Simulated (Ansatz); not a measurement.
Crystal: Ga.

```
Ga
1.0
     1.45000   -4.06500    0.00000
     1.45000    4.06500    0.00000
     0.00000    0.00000    3.17000
Ga
2
Cartesian
  1.4500 2.9837 2.3775
  1.4500 -2.9837 0.7925
```

This isn't the form of Ga at room conditions, which is orthorhombic.

* Program: Ansatz 0.2.0
* Task: relaxation of cell and atoms
* Functional: HSE06
* Potentials or basis: Ansatz PAW
* Cutoff: 420 eV (not typed: the program's choice for these potentials)
* k mesh: 5 × 5 × 4
* Occupations: fermi-dirac, width 0.05 eV
* Spin: no spin polarisation

At the start: volume 18.68 Å³/atom.

**Question.** Where does the relaxation end?

**Answer.** It ends after 6 steps and the volume is 18.71 Å³/atom (+0.1 %); space group Cmcm (No. 63, to 0.05 Å).

The path:
| step | energy change (eV) | largest force (eV/Å) | volume (Å³) |
| --- | --- | --- | --- |
| 1 | 0.0000 | 0.4043 | 37.37 |
| 2 | -0.0996 | 0.1053 | 37.22 |
| 3 | -0.1032 | 0.0121 | 37.32 |
| 4 | -0.1037 | 0.0152 | 37.40 |
| 5 | -0.1037 | 0.0035 | 37.42 |
| 6 | -0.1035 | 0.0035 | 37.42 |

Final structure:
```xyz
2
Lattice="1.4106 -3.9607 0.0000 1.4106 3.9607 0.0000 0.0000 0.0000 3.3488" Properties=species:S:1:pos:R:3 pbc="T T T"
Ga    1.4106    2.8657    2.5116
Ga    1.4106   -2.8657    0.8372
```

Caveat: the k mesh is coarse (spacing up to 0.50 Å⁻¹), so the values aren't converged, least of all with exact exchange; the plane-wave basis is chosen anew once the cell has moved, so the energies of steps on either side of that aren't comparable; the PAW data sets come from PBE, with cores solved anew for the run's functional, which leaves a small shift of forces and pressure.
